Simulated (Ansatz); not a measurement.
TiCo:

```
Co Ti
1.0
     2.98611    0.00000    0.00000
     0.00000    2.98611    0.00000
     0.00000    0.00000    2.98611
Co Ti
1 1
Cartesian
  1.4931 1.4931 1.4931
  0.0000 0.0000 0.0000
```

The cell comes from a database or a generator and needn't be the stable form of this composition.

Base run:

| Quantity | Value |
| --- | --- |
| Program | Ansatz 0.2.0 |
| Functional | revPBE |
| Potentials or basis | all-electron LAPW, scalar-relativistic |
| Cutoff | 280 eV (chosen from the basis error) |
| Basis error allowed | 0.001 eV/atom |
| k mesh | 9 × 9 × 9 |
| Occupations | fermi-dirac, width 0.05 eV |
| Spin | collinear spin, ferromagnetic start |
| Starting moments | [2.0, 1.0] μB |

Its results: pressure 2.8 GPa; net moment 0.84 μB per cell; site moments Co +0.97; Ti -0.06 μB.

The run is repeated on the same cell with these changes: functional from revPBE to PBEsol. What comes out?

Pressure -8.1 GPa; net moment 0.73 μB per cell; site moments Co +0.82; Ti -0.04 μB.

PBEsol binds more tightly than revPBE, so the same cell stands under less pressure.
